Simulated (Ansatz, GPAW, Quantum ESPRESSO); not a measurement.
**One calculation of InAs, 3 ways**

```
In As
1.0
     0.00000    3.01800    3.01800
     3.01800    0.00000    3.01800
     3.01800    3.01800    0.00000
In As
1 1
Direct
  0.00000 0.00000 0.00000
  0.75000 0.75000 0.75000
```

Alike in all runs: task band structure; functional PBEsol; k mesh 8 × 8 × 8; occupations fermi-dirac, width 0.05 eV; no spin polarisation; no spin-orbit coupling. Pressure is positive in compression and, in plane waves, holds the error of the finite cutoff.

```tsv
program and potentials	plane-wave cutoff (eV)	notes	pressure (GPa)
GPAW, PAW data sets generated for this functional	600	9 valence electrons an atom on average	1.31
Ansatz, all-electron LAPW, scalar-relativistic	-	-	1.52
Quantum ESPRESSO, PseudoDojo 0.4.1 SR PBEsol standard	1143	14 valence electrons an atom on average	1.61
```

The pressure spans 1.31 (GPAW, PAW data sets generated for this functional) to 1.61 GPa (Quantum ESPRESSO, PseudoDojo 0.4.1 SR PBEsol standard), with all-electron results at 1.52.

The functional is the same throughout but for its coding, so the spread measures potentials, basis and numerics; runs on potential files found faulty are left out.

All three calculations put this zinc-blende cell under modest compression, so PBEsol would favour a slightly larger volume. The sign is reasonable, since the cell is also a little smaller than the measured one for InAs. At this volume, the kinetic-energy cost and Pauli repulsion of squeezing the valence and outer d shells together outweigh the further gain from In–As bonding.

The all-electron value of 1.52 GPa lies between the other two and nearer to the Quantum ESPRESSO result. The electron counts imply that the As 3d shell is frozen in the GPAW data set but active in the PseudoDojo one, which may contribute to the difference alongside basis convergence and the construction of the potentials. Because InAs is fairly stiff, the spread corresponds to only a very small change in lattice constant, and the choice of potential hardly affects the structural conclusion. A single volume, however, fixes neither the equilibrium lattice constant nor the bulk modulus.
